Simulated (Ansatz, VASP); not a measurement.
GaAs in VASP and in Ansatz

File INCAR:

```
SYSTEM = GaAs
PREC = Accurate
ENCUT = 520
EDIFF = 1E-6
ISMEAR = -1
SIGMA = 0.05
LREAL = .False.
LASPH = .True.
NELM = 100
ALGO = Normal
ISIF = 2
LWAVE = .False.
LCHARG = .False.
MAGMOM = 0 0 0 0 0 0
LORBIT = 11
LSORBIT = .True.
GGA_COMPAT = .False.
METAGGA = R2SCAN
LMIXTAU = .True.
```

KPOINTS

```
Automatic mesh
0
Gamma
  6 6 6
  0 0 0
```

File POSCAR:

```
GaAs
1.0
    0.0000000000      2.8268500000      2.8268500000
    2.8268500000      0.0000000000      2.8268500000
    2.8268500000      2.8268500000      0.0000000000
As Ga
1 1
Direct
    0.7500000000      0.7500000000      0.7500000000
    0.0000000000      0.0000000000      0.0000000000
```

KPOINTS_OPT

```
path GXWKGLUWLK,UX
10
line-mode
reciprocal
 0.0000000000  0.0000000000  0.0000000000  G
 0.5000000000  0.0000000000  0.5000000000  X

 0.5000000000  0.0000000000  0.5000000000  X
 0.5000000000  0.2500000000  0.7500000000  W

 0.5000000000  0.2500000000  0.7500000000  W
 0.3750000000  0.3750000000  0.7500000000  K

 0.3750000000  0.3750000000  0.7500000000  K
 0.0000000000  0.0000000000  0.0000000000  G

 0.0000000000  0.0000000000  0.0000000000  G
 0.5000000000  0.5000000000  0.5000000000  L

 0.5000000000  0.5000000000  0.5000000000  L
 0.6250000000  0.2500000000  0.6250000000  U

 0.6250000000  0.2500000000  0.6250000000  U
 0.5000000000  0.2500000000  0.7500000000  W

 0.5000000000  0.2500000000  0.7500000000  W
 0.5000000000  0.5000000000  0.5000000000  L

 0.5000000000  0.5000000000  0.5000000000  L
 0.3750000000  0.3750000000  0.7500000000  K

 0.6250000000  0.2500000000  0.6250000000  U
 0.5000000000  0.0000000000  0.5000000000  X
```

input.yaml

```yaml
crystal:
  lattice:
    - [0.0, 2.82685, 2.82685]
    - [2.82685, 0.0, 2.82685]
    - [2.82685, 2.82685, 0.0]
  atoms:
    - { symbol: As, position: [0.75, 0.75, 0.75] }
    - { symbol: Ga, position: [0.0, 0.0, 0.0] }
hamiltonian:
  xc: r2scan
  pseudopotentials: { kind: paw_fr }
magnetization:
  noncollinear: true
  spin_orbit: true
kpoints:
  mp_grid: { grid: [6, 6, 6] }
  band_path:
    path:
      - [[0.0, 0.0, 0.0], [0.5, 0.0, 0.5], [0.5, 0.25, 0.75], [0.375, 0.375, 0.75], [0.0, 0.0, 0.0], [0.5, 0.5, 0.5], [0.625, 0.25, 0.625], [0.5, 0.25, 0.75], [0.5, 0.5, 0.5], [0.375, 0.375, 0.75]]
      - [[0.625, 0.25, 0.625], [0.5, 0.0, 0.5]]
    npoints: 14
scf:
  occupations: { method: fermi_dirac, width: 0.05 }
  n_extra_bands: 6
output:
  forces: true
  stress: true
  eigenvalues: true
  fatbands: true
```

Alike in both runs: task band structure; functional r2SCAN; k mesh 6 × 6 × 6; occupations fermi-dirac, width 0.05 eV; spin-orbit coupling, no magnetisation.

|  | VASP | Ansatz |
| --- | --- | --- |
| version | VASP 6.6.1 | Ansatz 0.2.0 |
| potentials or method | VASP PAW PBE potentials, release 64 (As, Ga_d) | Ansatz PAW |
| plane-wave cutoff (eV) | 520 | 500 |
| valence electrons in the cell | 18 | 28 |

```csv
,VASP,Ansatz,Ansatz less VASP
gap on the k mesh at the Fermi level (eV),0.89,0.91,+0.022
least direct gap on the mesh (eV),0.89,0.91,+0.022
gap along the band path (eV),0.89,0.91,+0.022
pressure (GPa),0.6,0.5,-0.12
```

The two sets of potentials don't hold the same shells in valence.

Caveats: the PAW data sets were made with another functional, which shifts forces and pressure a little (VASP); the PAW data sets come from PBE, with cores solved anew for the run's functional, which leaves a small shift of forces and pressure (Ansatz).
